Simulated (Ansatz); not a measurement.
TiCo₂: energy against total moment

Theory: DFT r2SCAN, scalar-relativistic, plane waves, PAW (Ansatz).

```xyz
6
Lattice="0.0000 3.3520 3.3520 3.3520 0.0000 3.3520 3.3520 3.3520 0.0000" Properties=species:S:1:pos:R:3 pbc="T T T"
Ti    3.3520    3.3520    3.3520
Ti    5.0280    5.0280    5.0280
Co    0.8380    0.8380    0.8380
Co    0.8380    2.5140    2.5140
Co    2.5140    2.5140    0.8380
Co    2.5140    0.8380    2.5140
```

```json
{
  "plane-wave cutoff": "500 eV",
  "Γ-centred k-mesh": "10×10×10",
  "occupation rule": "Gaussian smearing, 0.1 eV"
}
```

The total moment of the cell is held at each value, at fixed atoms.

Site moments are spin moments in atom-centred spheres that scale with the neighbour distance.

```json
{"held moment (μB/cell)": "0.00", "E above lowest (meV/atom)": "125.6", "P (GPa)": "-11.5", "site moments (μB)": "none over 0.05"}
{"held moment (μB/cell)": "2.00", "E above lowest (meV/atom)": "39.5", "P (GPa)": "-3.4", "site moments (μB)": "Ti -1.08 (×2), Co +1.33 (×4)"}
{"held moment (μB/cell)": "4.00", "E above lowest (meV/atom)": "0.0", "P (GPa)": "-1.4", "site moments (μB)": "Ti -0.69 (×2), Co +1.54 (×4)"}
{"held moment (μB/cell)": "6.00", "E above lowest (meV/atom)": "43.6", "P (GPa)": "0.0", "site moments (μB)": "Ti -0.20 (×2), Co +1.72 (×4)"}
```

Cost: 4 runs of about 10 core-minutes in all, on Intel Xeon Processor @ 2.50GHz (Skylake/Cascade Lake) (shared hosts).